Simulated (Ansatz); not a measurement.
Trial structure of InGaP2, not yet relaxed:

```cif
data_structure
_symmetry_space_group_name_H-M 'P-4m2'
_symmetry_Int_Tables_number 115
_cell_length_a 3.9036
_cell_length_b 3.9036
_cell_length_c 5.5206
_cell_angle_alpha 90.000
_cell_angle_beta 90.000
_cell_angle_gamma 90.000
_cell_volume 84.12
loop_
_atom_site_label
_atom_site_type_symbol
_atom_site_symmetry_multiplicity
_atom_site_Wyckoff_symbol
_atom_site_fract_x
_atom_site_fract_y
_atom_site_fract_z
_atom_site_occupancy
In1 In 1 c 0.50000 0.50000 0.50000 1
Ga1 Ga 1 a 0.00000 0.00000 0.00000 1
P1 P 2 g 0.50000 0.00000 0.75000 1
```

All numbers below come from DFT PBE, scalar-relativistic, plane waves, PAW in Ansatz. Cutoff 420 eV; k points 4×4×4 on the computed 4-atom cell (Γ-centred); Gaussian smearing, width 0.10 eV; no spin polarisation.

Energies over the elements count from the elements' standard structures at the same level, with no fitted energy shifts. The references include black phosphorus.

Question: What does a single point on this coarse mesh give?

Answer: The pressure is 11.3 GPa (the mean over three directions, positive in compression), the largest force is 2.00 eV/Å, and the energy is −0.16 eV/atom against the elements. The shortest distance is 2.39 Å.

Question: How much does it gain on relaxing, and where does it end?

Answer: Relaxing gains about 0.15 eV/atom in 8 ionic steps and ends at −0.313 eV/atom on the finer mesh. The symmetry stays P-4m2 (No. 115). The volume per atom grows by 12.0 %, from 21.0 to 23.6 Å³. The shortest distance goes from 2.39 Å (Ga–P and In–P) to 2.41 Å (Ga–P). Conventional cell: a = 4.042 Å, c = 5.766 Å. Around In lie 4 P at 2.55 Å; around Ga lie 4 P at 2.41 Å; P is surrounded by 2 Ga at 2.41 Å and 2 In at 2.55 Å.

The last run used an 8×8×6 mesh (in the run's order of axes) for its 4-atom cell and Gaussian smearing of 0.02 eV. The reference form of P is held partly by dispersion forces, which this level lacks. The relaxation can't lower the symmetry of the start. Symmetry constrained the relaxation, so the result can be a saddle point.
